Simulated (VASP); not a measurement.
Data:

```
Li2O
1.0
    0.00000     2.29225     2.29225
    2.29225     0.00000     2.29225
    2.29225     2.29225     0.00000
Li O
2 1
Cartesian
  1.14613   1.14613   1.14613
  3.43838   3.43838   3.43838
  0.00000   0.00000   0.00000
```

All values below come from PBEsol GGA, VASP's PBE PAW potentials (set 64) (plane waves; VASP). Run with 520 eV cut-off, 10×10×10 Γ-centred mesh, Gaussian smearing of 0.010 eV, potentials Li_sv O.

Task: Give the electronic dielectric tensor ε∞ (DFPT, local fields included).

Result: 
```
2.96  0.00  0.00
0.00  2.96  0.00
0.00  0.00  2.96
```

Task: Give the Born effective charges.

Result: 
```
atom   Z*xx   Z*yy   Z*zz   mean
----  -----  -----  -----  -----
Li1    0.90   0.90   0.90   0.90
Li2    0.90   0.90   0.90   0.90
O3    -1.79  -1.79  -1.79  -1.79
```

The compound is Li2O in the antifluorite structure. It was relaxed first.
